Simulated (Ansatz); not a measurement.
**H: input, output and frames of a trajectory**

The calculation used DFT PBE, scalar-relativistic, plane waves, PAW in Ansatz 0.2.0. Settings: plane waves to 420 eV, k-mesh 2×2×2 (shifted by 0.5, 0.5, 0.5 steps), Fermi–Dirac smearing 0.1 eV. The mesh is coarse. No spin polarisation.

16 atoms, starting at 1.04 times the perfect crystal's volume (space group I4/mmm, the cell as given, not relaxed at this level); constant energy, velocities drawn at 1200 K, fixed cell; 30 steps of 2 fs. The run is short and not equilibrated. The time step is too long for these atoms, so the motion is inaccurate.

The run converged.

Command:
```bash
ansatz run input.yaml --threads 4 --pin off --max-ram 5120MiB --backend cpu --events-out ev --progress --plain --runs-dir out
```

Input:
```yaml
crystal:
  lattice:
    - [-3.4275881103, 3.4275881103, -4.171124561]
    - [-3.4275881103, -3.4275881103, 4.171124561]
    - [3.4275881103, 3.4275881103, 4.171124561]
  atoms:
    - { symbol: H, position: [0.5, 0.954931145, 0.454931145] }
    - { symbol: H, position: [0.5, 0.454931145, 0.454931145] }
    - { symbol: H, position: [0.0, 0.954931145, 0.454931145] }
    - { symbol: H, position: [0.0, 0.454931145, 0.454931145] }
    - { symbol: H, position: [0.5, 0.954931145, 0.954931145] }
    - { symbol: H, position: [0.5, 0.454931145, 0.954931145] }
    - { symbol: H, position: [0.0, 0.954931145, 0.954931145] }
    - { symbol: H, position: [0.0, 0.454931145, 0.954931145] }
    - { symbol: H, position: [0.5, 0.545068855, 0.045068855] }
    - { symbol: H, position: [0.5, 0.045068855, 0.045068855] }
    - { symbol: H, position: [0.0, 0.545068855, 0.045068855] }
    - { symbol: H, position: [0.0, 0.045068855, 0.045068855] }
    - { symbol: H, position: [0.5, 0.545068855, 0.545068855] }
    - { symbol: H, position: [0.5, 0.045068855, 0.545068855] }
    - { symbol: H, position: [0.0, 0.545068855, 0.545068855] }
    - { symbol: H, position: [0.0, 0.045068855, 0.545068855] }
basis:
  ecutwfc: 420
kpoints:
  mp_grid: { grid: [2, 2, 2], shift: [0.5, 0.5, 0.5] }
hamiltonian:
  xc: pbe
scf:
  occupations: { method: fermi_dirac, width: 0.1034 }
  lower_state_search: "off"
  convergence: { dr2_threshold: 1.0e-07 }
output:
  forces: true
  stress: true
md:
  timestep: 2.0
  n_steps: 30
  ensemble: nve
  temperature: 1200.0
  initial_velocities: maxwell_boltzmann
  seed: 76322
```

Output (its end):
```
...
SCF converged after 8 iterations
Free energy (F): -235.340646 eV
Harris-Foulkes:  -235.340646 eV  (|F-HF|=3.23e-9)
Internal energy: -235.266237 eV  (E = F + TS)
E sigma→0 (E₀):  -235.303442 eV
Entropy (-TS):   -0.074409 eV (-4.651 meV/atom)
Fermi energy:    -3.567342 eV
--- Per-component energies (eV) ---
  E_band       = -117.768870
  E_kinetic    = 175.882809
  E_local      = -272.222807  (includes V_loc(G=0)·N_el)
  E_nonlocal   = 19.630174
  E_hartree    = 62.313473
  E_xc         = -122.849196
  E_vxc        = -158.162344  (∫ρ·V_xc dr)
  E_paw        = -6.080087  (= ΣΔE_a)
  E_vpaw       = -7.508378  (= ΣTr[D̂ρ^β])
  E_aug_tail   = -0.015033  (compensation charges beyond the density's cutoff)
  E_ewald      = -91.925570
  E_smearing   = -0.074409  (= −TS)
  E_closure    = 0.000000  (closes the sum)
  Σ components = -235.340646   (vs F -235.340646, Δ=0.00e0)
--- Forces (eV/Å), atoms counted from 1 ---
  atom   1  H      0.41550680    -0.01606751    -0.61366419
  atom   2  H      2.50385345    -2.43032513     2.30846887
  atom   3  H      2.08245193     1.58516623     0.81536159
  atom   4  H     -0.29257002     0.59139815    -0.64941053
  atom   5  H     -2.46162844     2.46954181    -2.52481795
  atom   6  H     -0.10323876     0.40178278    -1.35075020
  atom   7  H     -0.91309151     0.31956784     0.26075811
  atom   8  H      0.10504751    -0.45232606     0.97227003
  atom   9  H     -0.13009192    -0.58494636    -0.03177616
  atom  10  H      0.50138144     0.61402753     0.42047031
  atom  11  H     -2.09606195    -1.41921035    -0.69712142
  atom  12  H      0.88807145    -0.89848788     0.29261914
  atom  13  H      0.47369122     1.40936156    -0.42347730
  atom  14  H     -0.93132465     1.19295245     0.71852053
  atom  15  H      0.20673643    -1.82808494     0.13683786
  atom  16  H     -0.24871664    -0.95432893     0.36571268
  max |Σ_I F_I| component: 2.12e-5 eV/Å
--- Stress (GPa, compression-positive) ---
       -6.906822       0.255196      -1.711786
        0.255196      -7.585293       1.415859
       -1.711786       1.415859      -8.263446
  P = ⅓ Tr σ = -7.5852 GPa (-75.852 kbar)
--- MD trajectory: 30 steps, t = 0.0 → 60.0 fs ---
  final state: T = 160199.2 K   F+E_penalty+E_count = -235.34064630 eV   E_kin = 310.610184 eV
  conserved energy: peak-to-peak 3.405e2 eV (2.128e1 eV/atom) over 60.0 fs
```

Frames along the run (Å, eV/Å; dE is the potential energy from the first frame):

```xyz
16
Lattice="-3.428 3.428 -4.171 -3.428 -3.428 4.171 3.428 3.428 4.171" Properties=species:S:1:pos:R:3:forces:R:3 pbc="T T T" time_fs=0.00 dE_eV=0.0000 T_K=1200
H    -3.428    0.000    3.795    0.000    0.000    0.063
H    -1.714    1.714    1.710    0.000    0.000    0.063
H    -1.714   -1.714    5.881    0.000    0.000    0.063
H     0.000    0.000    3.795    0.000    0.000    0.063
H    -1.714    1.714    5.881    0.000    0.000    0.063
H     0.000    3.428    3.795    0.000    0.000    0.063
H     0.000    0.000    7.966    0.000    0.000    0.063
H     1.714    1.714    5.881    0.000    0.000    0.063
H    -3.428    0.000    0.376    0.000    0.000   -0.063
H    -1.714    1.714   -1.710    0.000    0.000   -0.063
H    -1.714   -1.714    2.462    0.000    0.000   -0.063
H     0.000    0.000    0.376    0.000    0.000   -0.063
H    -1.714    1.714    2.462    0.000    0.000   -0.063
H     0.000    3.428    0.376    0.000    0.000   -0.063
H     0.000    0.000    4.547    0.000    0.000   -0.063
H     1.714    1.714    2.462    0.000    0.000   -0.063
16
Lattice="-3.428 3.428 -4.171 -3.428 -3.428 4.171 3.428 3.428 4.171" Properties=species:S:1:pos:R:3:forces:R:3 pbc="T T T" time_fs=4.00 dE_eV=0.9964 T_K=1209
H    -3.403    0.139    4.016    0.135   -0.096    0.407
H    -1.787    1.785    1.700    0.179   -0.673    1.671
H    -1.686   -1.728    5.843   -0.267   -0.182    1.447
H    -0.018    0.119    3.777    0.013   -0.014    0.070
H    -1.713    1.696    5.860   -0.029   -0.056    1.057
H     0.024    3.854    3.784   -0.882   -2.646    3.424
H     0.093   -0.015    7.830   -0.033   -0.052    0.263
H     1.727    1.603    5.877   -0.094    0.332    0.945
H    -3.609   -0.192    0.422    0.889    2.630   -3.436
H    -1.731    1.645   -1.700    0.043    0.077   -1.041
H    -1.779   -1.573    2.443    0.092   -0.323   -0.948
H    -0.015   -0.146    0.226    0.022    0.060   -0.244
H    -1.711    1.490    2.454   -0.169    0.677   -1.677
H     0.267    3.407    0.552   -0.163    0.082   -0.439
H     0.039    0.010    4.519   -0.008    0.005   -0.066
H     1.592    1.616    2.453    0.271    0.180   -1.435
16
Lattice="-3.428 3.428 -4.171 -3.428 -3.428 4.171 3.428 3.428 4.171" Properties=species:S:1:pos:R:3:forces:R:3 pbc="T T T" time_fs=10.00 dE_eV=5.2266 T_K=2754
H    -3.344    0.329    4.445    0.800   -0.615    0.565
H    -1.904    1.932    1.788    0.922   -3.454    2.307
H    -1.656   -1.764    5.858   -0.530   -0.301    1.065
H    -0.053    0.318    3.719    0.526   -1.031    2.525
H    -1.701    1.709    5.650   -0.210   -0.721    4.675
H    -0.121    3.943    4.185    8.201   24.831   -3.109
H     0.226   -0.047    7.667   -0.087   -0.076    0.210
H     1.737    1.479    5.973   -0.116    0.442    0.399
H    -3.697    0.066    0.069   -8.193  -24.862    3.087
H    -1.763    1.509   -1.500    0.297    0.827   -4.570
H    -1.868   -1.402    2.312    0.118   -0.431   -0.401
H    -0.034   -0.354   -0.035    0.064    0.100   -0.150
H    -1.695    1.115    2.337   -0.892    3.453   -2.338
H     0.635    3.390    0.705   -0.927    0.542   -0.711
H     0.106    0.004    4.509   -0.522    1.008   -2.509
H     1.422    1.483    2.371    0.549    0.289   -1.045
16
Lattice="-3.428 3.428 -4.171 -3.428 -3.428 4.171 3.428 3.428 4.171" Properties=species:S:1:pos:R:3:forces:R:3 pbc="T T T" time_fs=14.00 dE_eV=9.4559 T_K=11645
H    -3.248    0.406    4.777    0.319   -0.314   -0.022
H    -1.894    1.710    2.031   -3.568   14.557   -1.227
H    -1.669   -1.812    5.913    1.103    0.438   -1.362
H    -0.068    0.434    3.746   -0.859    1.842    0.171
H    -1.713    1.635    6.027    2.328    7.250  -28.290
H     0.316    5.606    4.373   -0.156    1.677    0.132
H     0.304   -0.078    7.587    0.008    0.051    0.002
H     1.731    1.448    6.072    0.165   -0.376   -0.158
H    -4.287   -1.376   -0.091    0.909   -1.477   -0.305
H    -1.749    1.522   -1.867   -2.235   -7.120   28.503
H    -1.915   -1.336    2.188   -0.156    0.380    0.165
H    -0.041   -0.479   -0.226   -0.040   -0.017    0.043
H    -1.767    1.185    2.072    3.491  -14.605    1.052
H     0.803    3.416    0.738   -0.492    0.200   -0.158
H     0.143    0.012    4.439    0.234   -1.992    0.093
H     1.344    1.416    2.276   -1.051   -0.493    1.363
16
Lattice="-3.428 3.428 -4.171 -3.428 -3.428 4.171 3.428 3.428 4.171" Properties=species:S:1:pos:R:3:forces:R:3 pbc="T T T" time_fs=18.00 dE_eV=15.1499 T_K=38971
H    -3.123    0.440    5.084   -0.482    0.242   -0.001
H    -2.130    2.470    2.158    0.956   -0.677   -0.285
H    -1.629   -1.848    5.917   -0.917   -0.469    0.871
H    -0.309    0.880    3.619   -1.503   -2.175   -0.140
H    -1.524    2.062    4.396   -0.307    0.523    0.445
H     1.817    6.354    4.477   -0.643   -1.575    0.273
H     0.378   -0.108    7.516   -0.490   -0.128    0.324
H     1.732    1.415    6.180   -0.354    0.232   -0.023
H    -4.713   -2.888   -0.253    1.706    0.438   -1.129
H    -1.892    1.039   -0.248    0.381    1.441    0.394
H    -1.969   -1.266    2.055    0.372   -0.377   -0.108
H    -0.048   -0.601   -0.420   -0.298    0.520   -0.057
H    -1.604    0.273    1.896    0.227    0.785    0.722
H     0.905    3.459    0.767    0.164   -0.469   -0.016
H    -0.821    0.698    4.676    0.239    1.312   -0.433
H     1.219    1.330    2.235    0.949    0.377   -0.836
16
Lattice="-3.428 3.428 -4.171 -3.428 -3.428 4.171 3.428 3.428 4.171" Properties=species:S:1:pos:R:3:forces:R:3 pbc="T T T" time_fs=24.00 dE_eV=10.6593 T_K=40875
H    -2.996    0.577    5.548    2.437   -2.068   -2.395
H    -2.143    3.254    2.400    2.944   -2.095   -1.540
H    -1.624   -1.951    6.010   -1.197   -0.532    0.549
H    -1.238    1.374    3.444   -1.160   -1.285   -1.768
H    -1.282    2.617    2.009   -2.514    1.883    1.473
H     5.748    5.844    4.502   -1.546   -2.098   -3.510
H     0.423   -0.146    7.423   -1.416   -1.286    0.443
H     1.649    1.434    6.320   -0.009   -1.811    0.669
H    -4.977   -5.013   -0.616    1.821    1.980    3.514
H    -1.929    0.298    2.349    1.622    1.405    0.980
H    -1.983   -1.348    1.847   -1.111   -0.156   -0.213
H    -0.151   -0.729   -0.647    1.020    1.437   -0.147
H    -1.496   -0.491    1.537    2.696    2.856   -1.220
H     1.044    3.488    0.757   -2.468    2.169    2.550
H    -3.852    3.279    5.070   -2.169   -0.701    0.831
H     1.098    1.224    2.102    1.051    0.302   -0.216
16
Lattice="-3.428 3.428 -4.171 -3.428 -3.428 4.171 3.428 3.428 4.171" Properties=species:S:1:pos:R:3:forces:R:3 pbc="T T T" time_fs=28.00 dE_eV=17.0195 T_K=38521
H    -2.687    0.521    5.624   -5.732    8.344   17.930
H    -1.721    3.495    2.452    1.029    1.259    2.610
H    -1.689   -2.060    6.100    1.933    0.561   -0.304
H    -2.063    1.482    3.169    0.468   -1.833    0.116
H    -1.436    3.119    0.593   -0.773   -1.662   -0.874
H     8.346    5.311    4.159    0.085    1.688    2.733
H     0.321   -0.283    7.380    2.415    2.393   -1.119
H     1.572    1.322    6.477   -0.296    1.182   -1.102
H    -5.003   -6.195   -0.526    0.118   -1.563   -2.629
H    -1.699   -0.134    4.257    0.037    1.523   -1.688
H    -2.081   -1.493    1.672    0.934    0.418    0.157
H    -0.154   -0.696   -0.748   -3.400   -2.617    1.427
H    -1.330   -0.371    1.047   -1.488   -0.141    0.489
H     0.879    3.736    1.010    5.194   -8.257  -16.995
H    -6.042    4.797    5.360    1.442   -0.690   -1.053
H     1.076    1.160    2.027   -1.965   -0.607    0.303
16
Lattice="-3.428 3.428 -4.171 -3.428 -3.428 4.171 3.428 3.428 4.171" Properties=species:S:1:pos:R:3:forces:R:3 pbc="T T T" time_fs=32.00 dE_eV=17.7290 T_K=40526
H    -2.794    1.062    7.021    0.044    0.308    0.386
H    -1.151    3.757    2.757   -0.428   -2.798    2.161
H    -1.669   -2.152    6.176   -1.743   -0.850    0.100
H    -2.880    1.306    2.871    0.337   -0.473    1.027
H    -1.667    3.440   -0.800   -0.144   -0.447   -0.311
H    10.872    4.941    4.027    0.390    1.200    0.114
H     0.312   -0.309    7.304   -1.085   -1.191    0.768
H     1.452    1.363    6.483   -0.538    1.493   -2.003
H    -4.943   -7.467   -0.769    1.194    2.697   -2.061
H    -1.494   -0.289    6.002   -2.397    4.836    4.332
H    -2.082   -1.599    1.545    0.422   -0.876    1.744
H    -0.368   -0.794   -0.752    0.988    0.822    0.010
H    -1.303   -0.132    0.558   -0.031   -0.154   -0.449
H     1.166    3.370    0.061   -0.990   -0.605   -1.149
H    -8.120    6.150    5.594    2.582   -4.081   -4.567
H     0.958    1.063    1.975    1.399    0.119   -0.100
16
Lattice="-3.428 3.428 -4.171 -3.428 -3.428 4.171 3.428 3.428 4.171" Properties=species:S:1:pos:R:3:forces:R:3 pbc="T T T" time_fs=36.00 dE_eV=19.2178 T_K=38215
H    -2.897    1.588    8.426   -2.026   -0.401   -0.530
H    -0.648    3.741    3.415   -0.056   -0.837   -0.687
H    -1.757   -2.317    6.272    3.480    0.379    0.940
H    -3.666    1.058    2.652   -0.358   -0.710   -0.427
H    -1.843    3.674   -2.223   -0.128    1.143    0.209
H    13.405    4.743    3.880    1.826    0.097    0.598
H     0.186   -0.491    7.319    0.717   -0.225   -0.193
H     1.257    1.527    6.375    0.073    0.203   -0.505
H    -4.747   -8.444   -1.310    0.480    0.574    0.395
H    -1.582   -0.038    8.008  -20.937  -10.429  -23.590
H    -2.019   -1.743    1.461   -0.100   -0.219    0.359
H    -0.461   -0.781   -0.757    1.370   -0.490   -0.642
H    -1.313    0.110   -0.009   19.069   11.414   24.584
H     1.446    2.927   -0.884   -0.502    1.055    0.360
H    -9.971    7.193    5.519    0.157   -0.384    0.044
H     0.899    0.963    1.910   -3.066   -1.170   -0.915
16
Lattice="-3.428 3.428 -4.171 -3.428 -3.428 4.171 3.428 3.428 4.171" Properties=species:S:1:pos:R:3:forces:R:3 pbc="T T T" time_fs=42.00 dE_eV=17.2132 T_K=130859
H    -3.140    2.253   10.296    0.738   -0.247    0.299
H     0.221    3.557    4.407   -0.570   -1.445    0.688
H    -3.237   -1.086    5.986    0.665    0.465    0.217
H    -2.849   -0.884    2.967    0.462   -0.177   -0.122
H    -2.347    4.313   -4.218   -2.915    0.754   -0.555
H    17.330    4.600    3.931    3.190   -0.921    0.606
H     0.303   -0.772    7.229   -2.316   -0.745   -0.442
H     1.045    2.014    6.531   -4.027   -0.806    2.963
H    -4.330   -9.803   -2.171    2.695   -0.636   -1.224
H    -4.368   -0.919    8.212    1.362    0.539    0.752
H    -3.053   -1.347    0.977   -0.231    0.970   -1.802
H    -0.594   -0.837   -0.763    1.476    0.283   -0.102
H     0.742    1.831    1.981   -0.152    0.949    0.068
H     1.625    2.298   -2.180    4.040    0.469   -3.174
H   -11.467    7.985    5.424   -0.893    1.272    0.497
H     0.408    0.506    1.443   -3.524   -0.724    1.331
16
Lattice="-3.428 3.428 -4.171 -3.428 -3.428 4.171 3.428 3.428 4.171" Properties=species:S:1:pos:R:3:forces:R:3 pbc="T T T" time_fs=46.00 dE_eV=18.8148 T_K=148330
H    -3.064    2.438   10.266    0.159   -0.140   -0.533
H     0.761    3.431    5.138   -0.755    0.153   -1.695
H    -6.791    1.810    4.965    0.840    0.845   -1.631
H     0.549   -4.170    4.121   -0.936   -0.824    3.215
H    -3.042    4.931   -5.573    1.047    3.825    0.257
H    20.195    4.456    4.081   -0.435   -0.975    0.867
H     0.192   -0.803    8.310    2.804   -2.201    0.168
H     0.666    2.501    7.042   -1.122   -3.670   -0.355
H    -3.706  -10.747   -2.940   -2.405  -20.058    3.235
H    -6.054   -1.610    8.447   -0.905    2.177   -0.385
H    -5.409   -0.243    0.183    0.673   -0.144   -0.587
H    -0.750   -0.842   -0.805   -0.028   -0.375   -0.714
H     2.098    3.070    3.407   -0.530    0.516    0.156
H     1.819    1.893   -3.150    1.689   -2.764    0.434
H   -10.944    7.559    5.390   -1.837    2.536   -0.494
H    -0.231    0.035    1.172    1.741   21.099   -1.941
16
Lattice="-3.428 3.428 -4.171 -3.428 -3.428 4.171 3.428 3.428 4.171" Properties=species:S:1:pos:R:3:forces:R:3 pbc="T T T" time_fs=50.00 dE_eV=20.5062 T_K=162374
H    -2.860    2.361    8.937    0.225   -0.057   -0.428
H     1.228    3.307    5.669   -2.516   -1.097   -0.064
H   -10.223    4.852    3.800    1.411    3.543   -3.263
H     3.893   -7.768    5.631    0.000   -0.797   -0.505
H    -3.610    6.008   -6.832    2.676    1.430    0.525
H    23.064    4.205    4.370   -3.051   -5.044   -5.954
H     0.333   -0.761   10.583    0.125    0.129    0.262
H     0.159    2.582    7.366   -0.197   -2.994    0.587
H    -3.092  -13.142   -3.353   -0.466   -0.405    0.899
H    -7.648   -2.087    8.568   -0.789    0.120   -0.191
H    -7.731    0.813   -0.716   -0.473   -1.278   -2.843
H    -1.091   -0.890   -0.899   -0.227    1.186    0.150
H     3.475    4.369    4.919    1.501    1.403    2.878
H     1.868    1.558   -4.089    0.422    0.287   -0.596
H   -10.647    7.193    5.337    1.074   -0.051   -0.141
H    -0.827    1.110    0.761    0.286    3.624    8.684
16
Lattice="-3.428 3.428 -4.171 -3.428 -3.428 4.171 3.428 3.428 4.171" Properties=species:S:1:pos:R:3:forces:R:3 pbc="T T T" time_fs=56.00 dE_eV=22.8394 T_K=158780
H    -2.637    2.191    6.723    0.394   -0.061    0.217
H     1.527    3.056    6.277    2.582   -2.182   -0.561
H   -15.085    9.904    1.497    9.299   -0.176   13.480
H     8.727  -13.702    8.007   -1.665    1.266    2.778
H    -4.068    7.920   -8.410    2.016   -3.417    0.373
H    27.051    3.362    4.367    0.018    3.363   -1.178
H     0.682   -0.685   14.094   -0.378    1.346   -1.503
H    -0.726    2.201    7.679   -0.629    0.296   -0.032
H    -2.283  -16.596   -3.427   -0.200   -1.032   -1.387
H   -10.025   -2.841    8.563   -0.076   -0.600    0.388
H   -11.102    2.222   -2.281   -1.941    2.186    0.902
H    -1.631   -0.802   -1.035   -1.429   -1.407   -0.517
H     5.781    6.494    7.482    1.746    1.640    0.681
H     1.648    1.563   -5.682   -0.827   -0.203   -0.198
H    -9.902    6.378    5.163   -0.572   -0.569   -0.526
H    -1.670    3.045    1.037   -8.339   -0.448  -12.915
16
Lattice="-3.428 3.428 -4.171 -3.428 -3.428 4.171 3.428 3.428 4.171" Properties=species:S:1:pos:R:3:forces:R:3 pbc="T T T" time_fs=60.00 dE_eV=18.7095 T_K=160199
H    -2.508    2.097    5.051    0.416   -0.016   -0.614
H     1.866    2.720    6.567    2.504   -2.430    2.308
H   -17.503   13.179    0.850    2.082    1.585    0.815
H    11.634  -17.598    9.852   -0.293    0.591   -0.649
H    -4.319    8.932   -9.429   -2.462    2.470   -2.525
H    29.872    3.123    4.291   -0.103    0.402   -1.351
H     0.994   -0.504   16.337   -0.913    0.320    0.261
H    -1.240    1.863    7.857    0.105   -0.452    0.972
H    -1.907  -19.012   -3.343   -0.130   -0.585   -0.032
H   -11.641   -3.377    8.556    0.501    0.614    0.420
H   -13.406    3.393   -3.085   -2.096   -1.419   -0.697
H    -2.148   -0.889   -1.227    0.888   -0.898    0.293
H     7.508    8.092    9.194    0.474    1.409   -0.423
H     1.346    1.681   -6.694   -0.931    1.193    0.719
H    -9.408    5.640    5.001    0.207   -1.828    0.137
H    -2.849    4.372    0.275   -0.249   -0.954    0.366
```